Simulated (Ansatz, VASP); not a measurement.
**Hf: VASP beside Ansatz**

Contents of INCAR:

```
  ALGO = Normal
  EDIFF = 1E-6
  ENCUT = 520
  GGA = PE
  ISIF = 2
  ISMEAR = -1
  LASPH = True
  LCHARG = True
  LELF = True
  LREAL = False
  LVHAR = True
  LWAVE = False
  NBANDS = 11
  NELM = 80
  PREC = Accurate
  SIGMA = 0.03
```

Contents of KPOINTS:

```
k-points
0
Gamma
  13 13 13
```

POSCAR

```
Hf
1.0
    0.0444000000      2.2422000000      2.2422000000
    2.2422000000      0.0444000000      2.2422000000
    2.2422000000      2.2422000000      0.0444000000
Hf
1
Direct
    0.0000000000      0.0000000000      0.0000000000
```

Input for Ansatz:

```yaml
crystal:
  lattice:
    - [0.0444, 2.2422, 2.2422]
    - [2.2422, 0.0444, 2.2422]
    - [2.2422, 2.2422, 0.0444]
  atoms:
    - { symbol: Hf, position: [0.0, 0.0, 0.0] }
kpoints:
  mp_grid: { grid: [13, 13, 13] }
  band_path:
    path:
      - [0.0, 0.0, 0.0]
      - [0.5, 0.5, 0.5]
      - [0.2451701269, 0.5, 0.7548298731]
      - [-0.2451701269, 0.2451701269, 0.5]
      - [0.0, 0.0, 0.5]
      - [0.0, 0.0, 0.0]
      - [-0.3725850634, 0.0, 0.3725850634]
      - [0.0, 0.3725850634, 0.6274149366]
      - [0.0, 0.5, 0.5]
    npoints: 5
scf:
  occupations: { method: fermi_dirac, width: 0.03 }
hamiltonian:
  xc: pbe
  pseudopotentials: { kind: all_electron, lapw: { basis_error: 0.001 } }
output:
  forces: true
  stress: true
  eigenvalues: true
```

Change from the starting cell: equal xy, yz and zx shear strains of +2 %.

Alike in both runs: task single point; functional PBE; k mesh 13 × 13 × 13; occupations fermi-dirac, width 0.03 eV; no spin polarisation.

|  | VASP | Ansatz |
| --- | --- | --- |
| version | VASP 6.6.1 | Ansatz 0.2.0 |
| potentials or method | VASP PAW PBE potentials, release 64 (Hf_pv) | all-electron LAPW, scalar-relativistic |
| plane-wave cutoff (eV) | 520 | see its input |

Ansatz gave:

- pressure (GPa): 3.4
- largest component of the traceless stress (GPa): 1.41

Task: Which values does VASP return?

Result: Pressure (GPa): 2.9; largest component of the traceless stress (GPa): 1.40.

Ansatz ran all-electron here, so the differences hold the error of VASP's frozen core and of both bases.

Spin-orbit coupling is left out, which matters for the levels of Hf.
